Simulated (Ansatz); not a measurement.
## Nudged elastic band run: TiSi₁₆

The input (input.yaml):

```yaml
crystal:
  lattice:
    - [0.0, 5.43, 5.43]
    - [5.43, 0.0, 5.43]
    - [5.43, 5.43, 0.0]
  atoms:
    - { symbol: Si, position: [0.00720138, 0.00036446, -0.00020198] }
    - { symbol: Si, position: [0.14002451, 0.12495824, 0.12470185] }
    - { symbol: Si, position: [0.00632146, -0.00070115, 0.50764762] }
    - { symbol: Si, position: [0.12767355, 0.13216925, 0.6266773] }
    - { symbol: Si, position: [0.00668159, 0.50767693, -0.00074762] }
    - { symbol: Si, position: [0.12783958, 0.62721917, 0.13180945] }
    - { symbol: Si, position: [0.0047283, 0.50273415, 0.50235556] }
    - { symbol: Si, position: [0.12777922, 0.62626474, 0.62635063] }
    - { symbol: Si, position: [0.50231947, 0.00479786, 0.00533362] }
    - { symbol: Si, position: [0.62489728, 0.12508582, 0.1246483] }
    - { symbol: Si, position: [0.50094868, -0.00062075, 0.50753059] }
    - { symbol: Si, position: [0.62454677, 0.12273231, 0.64224301] }
    - { symbol: Si, position: [0.50110264, 0.50781188, -0.00102147] }
    - { symbol: Si, position: [0.62493148, 0.64187166, 0.12286635] }
    - { symbol: Si, position: [0.50121197, 0.50579637, 0.50615773] }
    - { symbol: Si, position: [0.63414175, 0.62638068, 0.6260199] }
    - { symbol: Ti, position: [0.75320007, 0.2540296, 0.25417116] }
basis:
  ecutwfc: 420.0
kpoints:
  mp_grid: { grid: [2, 2, 2] }
hamiltonian:
  xc: pbe
  dispersion: d3bj
  pseudopotentials: { kind: paw, azcp: { folder: soft_1 } }
scf:
  occupations: { method: fermi_dirac, width: 0.02 }
  lower_state_search: "off"
neb:
  images: 5
  f_tol: 0.03
  initial_path: idpp
  max_iterations: 36
  spring: 2.0
  final_atoms:
    - { symbol: Si, position: [0.01221035, -0.00156544, -0.00299046] }
    - { symbol: Si, position: [0.13518659, 0.12295208, 0.1200604] }
    - { symbol: Si, position: [0.01223036, -0.00113463, 0.49064638] }
    - { symbol: Si, position: [0.13354087, 0.1175557, 0.62374399] }
    - { symbol: Si, position: [0.01211259, 0.4934542, -0.00319406] }
    - { symbol: Si, position: [0.13261987, 0.62535351, 0.11756647] }
    - { symbol: Si, position: [-0.00024157, 0.50036052, 0.49983954] }
    - { symbol: Si, position: [0.13309864, 0.62585621, 0.62354258] }
    - { symbol: Si, position: [0.50577495, -0.00093797, -0.00307535] }
    - { symbol: Si, position: [0.63887683, 0.11786329, 0.11813424] }
    - { symbol: Si, position: [0.51534692, -0.01706703, 0.5000249] }
    - { symbol: Si, position: [0.63880237, 0.11872712, 0.6235559] }
    - { symbol: Si, position: [0.51480309, 0.50091737, -0.01561933] }
    - { symbol: Si, position: [0.63884204, 0.62611106, 0.11757057] }
    - { symbol: Si, position: [0.51504356, 0.502012, 0.49933712] }
    - { symbol: Si, position: [0.6373408, 0.61985876, 0.6219658] }
    - { symbol: Ti, position: [0.38661132, 0.37099423, 0.37124956] }
  order_check: true
```

Command:

```bash
$ ansatz run input.yaml --threads 1 --pin off --max-ram 3072MiB --backend cpu --events-out ev --progress --plain --runs-dir out
```

Output, in part (warnings, iteration lines):

```
NEB end point (image 0): max|allowed force component| = 1.012e-2 eV/Å (the criterion of neb.relax_end_points is 1.000e-2)
NEB end point (image 6): max|allowed force component| = 7.147e-3 eV/Å (the criterion of neb.relax_end_points is 1.000e-2)
NEB iter   1: max|band force component| = 3.729e0 eV/Å  barrier→ = 2.4577 eV  barrier← = 2.4577 eV  Δτ_max = 0.1230 Å  (68 SCF iters)
NEB iter   2: max|band force component| = 1.019e0 eV/Å  barrier→ = 1.8578 eV  barrier← = 1.8578 eV  Δτ_max = 0.1212 Å  (35 SCF iters)
NEB iter   3: max|band force component| = 4.752e-1 eV/Å  barrier→ = 1.7468 eV  barrier← = 1.7468 eV  CI = image 3  Δτ_max = 0.0641 Å  (35 SCF iters)
NEB iter   4: max|band force component| = 8.526e-2 eV/Å  barrier→ = 1.7284 eV  barrier← = 1.7285 eV  CI = image 3  Δτ_max = 0.1105 Å  (31 SCF iters)
NEB iter   5: max|band force component| = 1.084e-1 eV/Å  barrier→ = 1.7105 eV  barrier← = 1.7105 eV  CI = image 3  Δτ_max = 0.0214 Å  (35 SCF iters)
NEB iter   6: max|band force component| = 2.042e-2 eV/Å  barrier→ = 1.7095 eV  barrier← = 1.7095 eV  CI = image 3  Δτ_max = 0.0000 Å  (241 SCF iters)
```

The run converged. By the program's own check the climbing image is a first-order saddle point (lowest curvatures found: -4.32 and 0.13 eV/Å²). Limits of this set-up: coarse k mesh, a small cell, in which the defect meets its images.

Final band (atoms are numbered from 1 in the order of the input):

```json
{"image": "0", "path coordinate (Å)": "0.00", "energy (eV)": "0.00", "Si1–Ti17 (Å)": "2.76", "Si2–Ti17 (Å)": "2.43", "Si3–Ti17 (Å)": "2.75"}
{"image": "1", "path coordinate (Å)": "0.53", "energy (eV)": "0.13", "Si1–Ti17 (Å)": "2.85", "Si2–Ti17 (Å)": "2.41", "Si3–Ti17 (Å)": "2.84"}
{"image": "2", "path coordinate (Å)": "1.06", "energy (eV)": "1.04", "Si1–Ti17 (Å)": "3.13", "Si2–Ti17 (Å)": "2.69", "Si3–Ti17 (Å)": "3.12"}
{"image": "3", "path coordinate (Å)": "1.60", "energy (eV)": "1.71", "Si1–Ti17 (Å)": "3.51", "Si2–Ti17 (Å)": "3.20", "Si3–Ti17 (Å)": "3.51"}
{"image": "4", "path coordinate (Å)": "2.13", "energy (eV)": "1.04", "Si1–Ti17 (Å)": "3.93", "Si2–Ti17 (Å)": "3.77", "Si3–Ti17 (Å)": "3.93"}
{"image": "5", "path coordinate (Å)": "2.66", "energy (eV)": "0.13", "Si1–Ti17 (Å)": "4.32", "Si2–Ti17 (Å)": "4.30", "Si3–Ti17 (Å)": "4.32"}
{"image": "6", "path coordinate (Å)": "3.20", "energy (eV)": "0.00", "Si1–Ti17 (Å)": "4.49", "Si2–Ti17 (Å)": "4.69", "Si3–Ti17 (Å)": "4.49"}
```

The run took 7.6 min on 1 thread of Arm Neoverse V1 (shared host), peak memory 0.91 GiB.
